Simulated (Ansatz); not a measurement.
# CO2: the cost of one run

Method: DFT PBE, scalar-relativistic, plane waves, PAW, in Ansatz 0.2.0.

5 further runs of the same task are left out: 5 set aside as unsound or not needed.

## 1. The system as given

The structure is tetragonal, space group P4/nmm (No. 129). Conventional cell: a = 3.574 Å, b = 3.574 Å, c = 5.454 Å, α = 90.00°, β = 90.00°, γ = 90.00°. Around C (site symmetry 4mm) lie 9 O at 2.35 to 2.53 Å. Around O (site symmetry -4m2) lie 8 O at 2.32 to 2.53 Å and 4 C at 2.42 Å. Around O (site symmetry 4mm) lie 4 O at 2.32 Å and 5 C at 2.35 to 2.53 Å.

Structure file:

```
CELL_PARAMETERS angstrom
3.57442 0.00000 0.00000
0.00000 3.57442 0.00000
0.00000 0.00000 5.45386
ATOMIC_POSITIONS crystal
C 0.00000 0.50000 0.70000
C 0.50000 0.00000 0.30000
O 0.00000 0.00000 0.00000
O 0.50000 0.50000 0.00000
O 0.00000 0.50000 0.27000
O 0.50000 0.00000 0.73000
```

This is candidate A: Cu2Sb type (P4/nmm, No. 129).

(A quick probe on a coarse mesh, which set the mesh and smearing, is not shown.)

## 3. A loose first relaxation (candidate A)

File input.yaml:

```yaml
crystal:
  lattice:
    - [3.574422747, 0.0, 0.0]
    - [0.0, 3.574422747, 0.0]
    - [0.0, 0.0, 5.4538599579]
  atoms:
    - { symbol: C, position: [0.0, 0.5, 0.7], spin: -0.59 }
    - { symbol: C, position: [0.5, 0.0, 0.3], spin: -0.59 }
    - { symbol: O, position: [0.0, 0.0, 0.0], spin: 1.61 }
    - { symbol: O, position: [0.5, 0.5, 0.0], spin: 1.61 }
    - { symbol: O, position: [0.0, 0.5, 0.27], spin: 1.24 }
    - { symbol: O, position: [0.5, 0.0, 0.73], spin: 1.24 }
basis:
  ecutwfc: 420
kpoints:
  mp_grid: { grid: [6, 6, 4] }
hamiltonian:
  xc: pbe
scf:
  occupations: { method: gaussian, width: 0.1 }
  lower_state_search: "off"
output:
  forces: true
  stress: true
  eigenvalues: true
  populations: true
magnetization:
  spin_polarized: true
relax:
  adjacent_minimum: "off"
  f_tol: 0.04
  max_steps: 70
  cell: { stress_tol: 0.4 }
```

The run is started by

```bash
ansatz run input.yaml --threads 1 --pin off --max-ram 2560MiB --backend cpu --events-out ev --progress --plain --runs-dir out
```

What time and memory should one allow on 1 thread of Intel Xeon 6975P-C (Granite Rapids), shared host?

About 2.3 min, with a peak of 0.43 GiB.
